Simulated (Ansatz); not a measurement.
Runs of Ansatz 0.2.0 on Sb. The structure is tetragonal, space group I4/mmm (No. 139). Conventional cell: a = 3.153 Å, b = 3.153 Å, c = 5.424 Å, α = 90.00°, β = 90.00°, γ = 90.00°. Sb (site symmetry 4/mmm) is surrounded by 12 Sb at 3.15 to 3.51 Å. This isn't the form of Sb at room conditions, which is rhombohedral.

| task | level | spin | cutoff (eV) | points for each segment of the path | gap on the mesh (eV) | pressure (GPa) | V0 of scaled cells (Å³/atom) | B0 (GPa) |
| --- | --- | --- | --- | --- | --- | --- | --- | --- |
| band structure | r2SCAN | off | 500 | 14 | none | (b) | - | - |
| band structure | LDA | off | 420 | 14 | none | (a) | - | - |
| band structure | PBEsol | SOC, no magnetisation | 420 | 14 | none | -1.1 | - | - |
| equation of state | r2SCAN | off | 500 | - | - | - | 27.47 | 61 |
| equation of state | LDA | off | 420 | - | - | - | 25.97 | 71 |

Alike in all rows: potentials or basis Ansatz PAW; cell as given; k mesh 12 × 12 × 12; smearing fermi-dirac 0.05 eV.

**Question.** Estimate the missing entries.

**Answer.** (a) -2.4; (b) 1.2.

Caveats: the PAW data sets come from PBE, with cores solved anew for the run's functional, which leaves a small shift of forces and pressure (some runs); spin-orbit coupling is left out, which moves the levels of the heavy elements (some runs); the cell was scaled at fixed shape and fractional positions, which overstates the stiffness of a crystal with free parameters, most of all of layers and chains (some runs); the PAW data sets were made with another functional, which shifts forces and pressure a little (some runs).

A k mesh can miss the band edges, and rows without SOC leave out spin-orbit coupling on Sb.

A gap of «none» marks a metal or a gap under the smearing width.
